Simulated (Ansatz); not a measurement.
# Cu/BN/Cu: predicting the conductance of a thicker barrier

**Method.** Ansatz 0.2.0, plane waves with PAW datasets, PBE. Interfaces are relaxed in a short slab (with D3(BJ) where the barrier is layered), set between ideal electrode layers that go on as semi-infinite leads, and the zero-bias conductance G at 300 K comes from T(E) on a typed mesh. The error is the largest of the program's estimates from energy step, mesh, the leads' potential steps and neutrality; its separate bound for narrow resonances between the energies solved isn't counted and can be far larger. The lower electrode is Cu (fcc 111), the upper Cu (fcc 111) and the barrier BN (wurtzite 0001), on a net of side 2.56 Å; d is the distance between the electrodes' last planes.

Runs in hand:

```tsv
planes in the barrier	d (Å)	G (S/m²)	error (%)	lead step (meV)
4	6.47	1.94e14	4	26
8	10.73	1.96e13	12	26
12	15.00	1.64e12	22	26
16	19.26	1.45e11	31	26
```

Task: A further run has 20 planes, d = 23.52 Å. Fit G ∝ exp(−βd) to the rows shown and predict its conductance.

**Worked fit.** Take y = ln G: 32.90, 30.61, 28.12 and 25.70. The means are d = 12.87 Å and y = 29.33; Σ(Δd Δy) = −51.34 and Σ(Δd)² = 90.91, so the slope is −0.565 Å⁻¹ (β = 0.565 Å⁻¹). At d = 23.52 Å, y = 29.33 − 0.565 × 10.65 = 23.31, or G = 1.34e10 S/m².

Check: The run gave 1.35e10 S/m², with an error estimate of 38 % and a lead step of 26 meV. The prediction is 0.989 times that, a miss under 10 %.

**Limits.** The interfaces are ideal, one cell wide, strained to a common net and relaxed from one registry with their symmetry kept. PBE's gaps are too small, so true decay constants are likely larger where the Fermi level lies deep in a gap. No spin-orbit coupling, phonons, disorder or image charges enter. The rows shown are chosen by tests on error estimates (under 100 to 120 %), lead steps (under 150 meV, though the program warns over 25), intact interfaces and, for fits, a steady trend in the rows shown; the data set holds 414 series of this kind, and not all pass.

[Logs are printed without paths, hosts, clocks, repeated set-up lines and the standing remarks that a program may print on its own settings, such as how far it seeks lower states.]
